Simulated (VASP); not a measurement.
Input of a VASP 6.6.1 run:

Contents of POSCAR:

```
AlN
1.0
    0.0000000000      2.1888380000      2.1888380000
    2.1888380000      0.0000000000      2.1888380000
    2.1888380000      2.1888380000      0.0000000000
Al N
1 1
Direct
    0.0000000000      0.0000000000      0.0000000000
    0.7500000000      0.7500000000      0.7500000000
```

Contents of INCAR.step1:

```
SYSTEM = AlN
  PREC = Accurate
  ENCUT = 520
  EDIFF = 1E-5
  ISMEAR = 0
  SIGMA = 0.02
  LREAL = .False.
  LASPH = .True.
  NELM = 80
  ALGO = Normal
  ISIF = 2
  LWAVE = .True.
  LCHARG = .False.
  GGA = PE
```

INCAR.step2

```
SYSTEM = AlN
  PREC = Accurate
  ENCUT = 520
  EDIFF = 1E-7
  ISMEAR = 0
  SIGMA = 0.02
  LREAL = .False.
  LASPH = .True.
  NELM = 80
  ALGO = Normal
  ISIF = 2
  LWAVE = .False.
  LCHARG = .False.
  GGA = PE
  LHFCALC = .True.
  HFSCREEN = 0.2
  PRECFOCK = Fast
  ISTART = 1
```

Contents of KPOINTS:

```
regular mesh
0
Gamma
  8 8 8
  0 0 0
```

The input KPOINTS_OPT:

```
path GXWKGLUWLK,UX
10
line-mode
reciprocal
 0.0000000000  0.0000000000  0.0000000000  G
 0.5000000000  0.0000000000  0.5000000000  X

 0.5000000000  0.0000000000  0.5000000000  X
 0.5000000000  0.2500000000  0.7500000000  W

 0.5000000000  0.2500000000  0.7500000000  W
 0.3750000000  0.3750000000  0.7500000000  K

 0.3750000000  0.3750000000  0.7500000000  K
 0.0000000000  0.0000000000  0.0000000000  G

 0.0000000000  0.0000000000  0.0000000000  G
 0.5000000000  0.5000000000  0.5000000000  L

 0.5000000000  0.5000000000  0.5000000000  L
 0.6250000000  0.2500000000  0.6250000000  U

 0.6250000000  0.2500000000  0.6250000000  U
 0.5000000000  0.2500000000  0.7500000000  W

 0.5000000000  0.2500000000  0.7500000000  W
 0.5000000000  0.5000000000  0.5000000000  L

 0.5000000000  0.5000000000  0.5000000000  L
 0.3750000000  0.3750000000  0.7500000000  K

 0.6250000000  0.2500000000  0.6250000000  U
 0.5000000000  0.0000000000  0.5000000000  X
```

Potentials or basis: VASP PAW PBE potentials, release 64 (Al, N).

Run with:

```bash
$ cat potpaw_PBE.64/Al/POTCAR potpaw_PBE.64/N/POTCAR > POTCAR
$ cp INCAR.step1 INCAR
$ mpirun -np 1 vasp_std > vasp.out
$ cp INCAR.step2 INCAR
$ mpirun -np 1 vasp_std > vasp.out
```

(1) What does it give for the band gap on the k mesh?

(2) Estimate the band gap along the path.

(3) Predict the pressure.

Results:

(1) 4.57 eV, indirect (least direct gap 5.51 eV).

(2) 4.57 eV, indirect (least direct gap 5.51 eV).

(3) -2.0 GPa.

Caveat: the PAW data sets were made with another functional, which shifts forces and pressure a little.
